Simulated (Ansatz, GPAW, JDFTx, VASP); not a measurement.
**Sb: 4 runs at one level of theory**

```
CELL_PARAMETERS angstrom
2.15420 1.24373 3.75800
-2.15420 1.24373 3.75800
0.00000 -2.48746 3.75800
ATOMIC_POSITIONS crystal
Sb 0.76651 0.76651 0.76651
Sb 0.23349 0.23349 0.23349
```

Alike in all runs: task single point; functional LDA; k mesh 8 × 8 × 8; occupations gaussian, width 0.05 eV; no spin polarisation; no spin-orbit coupling. LDA stands for any of its common fits. Pressure is positive in compression and, in plane waves, holds the error of the finite cutoff.

| program and potentials | plane-wave cutoff (eV) | notes | pressure (GPa) |
| --- | --- | --- | --- |
| JDFTx, PseudoDojo-SR-LDA-0.4.1-standard with smoothed tails | 1143 | 15 valence electrons an atom on average | -1.16 |
| Ansatz, all-electron LAPW, scalar-relativistic | - | - | -1.16 |
| VASP, LDA PAW files Sb, 500 eV | 500 | 5 valence electrons an atom on average | -0.92 |
| GPAW, the program's PAW data sets (release 1.2.1) made for this functional | 600 | 15 valence electrons an atom on average | -1.51 |

Force on atom 1 (Sb), eV/Å:

```csv
program and potentials,x,y,z
"VASP, LDA PAW files Sb, 500 eV",0.000,0.000,-0.064
"GPAW, the program's PAW data sets (release 1.2.1) made for this functional",0.000,0.000,0.025
```

The pressure spans -1.51 (GPAW, the program's PAW data sets (release 1.2.1) made for this functional) to -0.92 GPa (VASP, LDA PAW files Sb, 500 eV), with all-electron results at -1.16.

The functional is the same throughout but for its coding, so the spread measures potentials, basis and numerics; runs on potential files found faulty are left out.
